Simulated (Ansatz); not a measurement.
**Al2Cu: a line through an energy map**

How does the energy of Al₂Cu (Fm-3m, No. 225; 3 atoms in the cell) vary with lattice constant c, at lattice constant a (and b) = 6.188 Å?

Program: Ansatz 0.2.0. Level of theory: DFT PBE, scalar-relativistic, plane waves, PAW. These are calculated values, not measurements.

18 further runs of the same task are left out: 18 set aside as unsound or not needed. Runs told in other sessions of the task aren't counted.

### 1 Starting point

Symmetry: Fm-3m, No. 225, cubic system. Conventional cell: a = 5.783 Å, b = 5.783 Å, c = 5.783 Å, α = 90.00°, β = 90.00°, γ = 90.00°. Around Al (site symmetry -43m) lie 4 Cu at 2.50 Å. Cu (site symmetry m-3m) is surrounded by 8 Al at 2.50 Å.

As a file:

```cif
data_structure
_symmetry_space_group_name_H-M 'P 1'
_symmetry_Int_Tables_number 1
_cell_length_a 4.0891
_cell_length_b 4.0891
_cell_length_c 4.0891
_cell_angle_alpha 119.999
_cell_angle_beta 119.999
_cell_angle_gamma 90.002
_cell_volume 48.35
loop_
_atom_site_label
_atom_site_type_symbol
_atom_site_fract_x
_atom_site_fract_y
_atom_site_fract_z
_atom_site_occupancy
Al1 Al 0.75000 0.25000 0.50000 1
Al2 Al 0.25000 0.75000 0.50000 1
Cu1 Cu 0.50000 0.50000 0.00000 1
```

It goes back to an entry of the Materials Project, which need not be the stable form.

It is the result of an earlier relaxation at this level (volume 16.12 Å³/atom; gap on the mesh: none (metal)).

### 2 What is varied

The energy is mapped over the lattice constants a and c of the conventional cell.

- lattice constant a (and b): 7 values from 5.378 to 6.188 Å
- lattice constant c: 7 values from 5.494 to 6.072 Å

Nothing else is relaxed (symmetry fixes all fractional coordinates). Energies count from the relaxed crystal. Points are written as (first, second).

### 3 Grid point (6.188 Å, 5.494 Å)

Input file input.yaml:

```yaml
crystal:
  lattice:
    - [-2.1877176703, 2.1877176703, 2.74685]
    - [2.1877176703, -2.1877176703, 2.74685]
    - [2.1877176703, 2.1877176703, -2.74685]
  atoms:
    - { symbol: Al, position: [0.75, 0.25, 0.5] }
    - { symbol: Al, position: [0.25, 0.75, 0.5] }
    - { symbol: Cu, position: [0.5, 0.5, 0.0] }
basis:
  ecutwfc: 520.0
kpoints:
  mp_grid: { grid: [14, 14, 14] }
hamiltonian:
  xc: pbe
  pseudopotentials: { kind: paw, azcp: { folder: soft_1 } }
scf:
  occupations: { method: gaussian, width: 0.15 }
output:
  forces: true
  stress: true
  eigenvalues: true
```

On the command line:

```sh
$ ansatz run input.yaml --threads 2 --pin off --max-ram 4096MiB --backend cpu --events-out ev --progress --plain --runs-dir out
```

Further runs follow: the other points of the line.

What does the calculation give? Wanted: for each run, lattice constant c; energy; slope; pressure.

The runs gave:

| lattice constant c (Å) | step | energy (meV/atom) | slope (meV/atom per Å) | pressure (GPa) |
| --- | --- | --- | --- | --- |
| 5.494 | 3 | 71 | −16 | −5.59 |
| 5.590 | 4 | 72 | 37 | −6.92 |
| 5.686 | 5 | 78 | 84 | −8.10 |
| 5.783 | – | 89 | 126 | −9.11 |
| 5.879 | – | 102 | 161 | −9.98 |
| 5.976 | 6 | 119 | 190 | −10.70 |
| 6.072 | 7 | 139 | 214 | −11.30 |

Energies count from the relaxed crystal. Rows without a step come from runs not printed here or follow by symmetry. Slopes come from the forces (and the stress, where the cell changes), not from differences of energies.

What this shows: The lowest point computed is at the end of the line, 5.494 Å, but the slope there points inward, so the minimum lies between it and the next point. The highest point computed, at 6.072 Å, lies 68 meV/atom above the lowest. This is one cut through a surface in two coordinates; the map's lowest point lies off it.
